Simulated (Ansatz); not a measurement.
Runs of Ansatz 0.2.0 on Sb. It takes space group P6_3/mmc (No. 194, hexagonal). Conventional cell: a = 3.355 Å, b = 3.355 Å, c = 5.470 Å, α = 90.00°, β = 90.00°, γ = 120.00°. Sb (site symmetry -6m2) is surrounded by 12 Sb at 3.35 Å. This isn't the form of Sb at room conditions, which is rhombohedral.

| task | level | k mesh | cutoff (eV) | share of exact exchange | atoms under strain | mesh quality | gap on the mesh (eV) | pressure (GPa) |
| --- | --- | --- | --- | --- | --- | --- | --- | --- |
| single point | r2SCAN0 form with a typed share of exact exchange | 5 × 5 × 3 | 500 | 0.15 | - | coarse | none | -1.6 |
| phonons | LDA | 7 × 7 × 4 | 420 | - | - | not flagged | none | - |
| phonons | PBE | 7 × 7 × 4 | 420 | - | - | not flagged | none | - |
| single point | r2SCAN0 form with a typed share of exact exchange | 5 × 5 × 3 | 500 | 0.35 | - | coarse | none | -3.1 |
| single point | r2SCAN0 form with a typed share of exact exchange | 5 × 5 × 3 | 500 | 0.5 | - | coarse | - | (b) |
| elastic constants | LDA | 7 × 7 × 4 | 420 | - | relaxed | not flagged | none | -2.4 |
| single point | r2SCAN0 form with a typed share of exact exchange | 5 × 5 × 3 | 500 | 0 | - | coarse | none | (a) |
| single point | r2SCAN0 form with a typed share of exact exchange | 5 × 5 × 3 | 500 | 0.1 | - | coarse | none | -1.2 |
| single point | r2SCAN0 | 5 × 5 × 3 | 500 | 0.25 | - | coarse | none | -2.4 |

Alike in all rows: potentials or basis Ansatz PAW; no spin polarisation; cell as given; smearing fermi-dirac 0.05 eV.

Estimate the missing entries.

(a) -0.3; (b) -4.3.

Caveats: some runs use coarse meshes; the PAW data sets come from PBE, with cores solved anew for the run's functional, which leaves a small shift of forces and pressure (some runs); the thresholds are loose for stress (some runs); some modes are imaginary (some runs); the elastic tensor has a negative eigenvalue, so either the cell is unstable as it stands or the mesh is too thin (some runs).

A k mesh can miss the band edges, and the runs leave out spin-orbit coupling on Sb.

A gap of «none» marks a metal or a gap under the smearing width.
